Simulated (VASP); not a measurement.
Sc, 1 atom in the cell. The structure is tetragonal, space group I4/mmm (No. 139). Conventional cell: a = 3.910 Å, b = 3.910 Å, c = 3.503 Å, α = 90.00°, β = 90.00°, γ = 90.00°. Sc (site symmetry 4/mmm) has 10 Sc at 3.27 to 3.50 Å as nearest neighbours. This isn't the form of Sc at room conditions, which is hcp.

- Program: VASP 6.6.1
- Task: single point
- Functional: r2SCAN
- Dispersion: rVV10
- Potentials or basis: VASP PAW PBE potentials, release 64 (Sc_sv)
- Cutoff: 520 eV
- k mesh: 10 × 10 × 10
- Occupations: fermi-dirac, width 0.1 eV
- Spin: no spin polarisation
- Hubbard terms: Sc d U = 8.0 eV
- Dipole correction: no
- Further INCAR settings: ALGO = Normal; EDIFF = 1e-06; NBANDS = 12

Potentials or basis: VASP PAW PBE potentials, release 64 (Sc_sv).

The run is started by

```bash
$ cat potpaw_PBE.64/Sc_sv/POTCAR > POTCAR
$ cp INCAR.step1 INCAR
$ mpirun -np 1 vasp_std > vasp.out
$ cp INCAR.step2 INCAR
$ mpirun -np 1 vasp_std > vasp.out
```

Hardware: 1 thread of AMD EPYC 9R45 96-Core Processor (Zen 5) (shared host).

Question: Estimate the wall time of this run.

Answer: Run time: 58 s on 1 thread of AMD EPYC 9R45 96-Core Processor (Zen 5), with other jobs on the host, peak memory 0.2 GiB. Counts: scf iterations 8, k points 102.
